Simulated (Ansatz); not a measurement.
Ta2N:

```
Ta N
1.0
     3.11286    0.00000    0.00000
    -1.55643    2.69582    0.00000
     0.00000    0.00000    4.86984
Ta N
2 1
Direct
  0.33333 0.66667 0.25471
  0.66667 0.33333 0.74529
  0.00000 0.00000 0.00000
```

The cell comes from a database or a generator and needn't be the stable form of this composition.

Base run:

- Program: Ansatz 0.2.0
- Functional: r2SCAN
- Potentials or basis: Ansatz PAW
- Cutoff: 500 eV (not typed: the program's choice for these potentials)
- k mesh: 10 × 10 × 6
- Occupations: fermi-dirac, width 0.05 eV
- Spin: no spin polarisation
- Hubbard terms: Ta d U = 6 eV

Its results: band gap on the k mesh none (metal or under the smearing width); pressure -0.3 GPa; largest force 0.333 eV/Å.

**Question.** The run is repeated on the same cell with these changes: hubbard terms from Ta d U = 6 eV to Ta d U = 1 eV. What comes out?

**Answer.** Band gap on the k mesh none (metal or under the smearing width); pressure -4.7 GPa; largest force 0.141 eV/Å.

Caveats: spin-orbit coupling is left out, which moves the levels of the heavy elements; U without spin polarisation on a metal has little footing; the PAW data sets come from PBE, with cores solved anew for the run's functional, which leaves a small shift of forces and pressure.
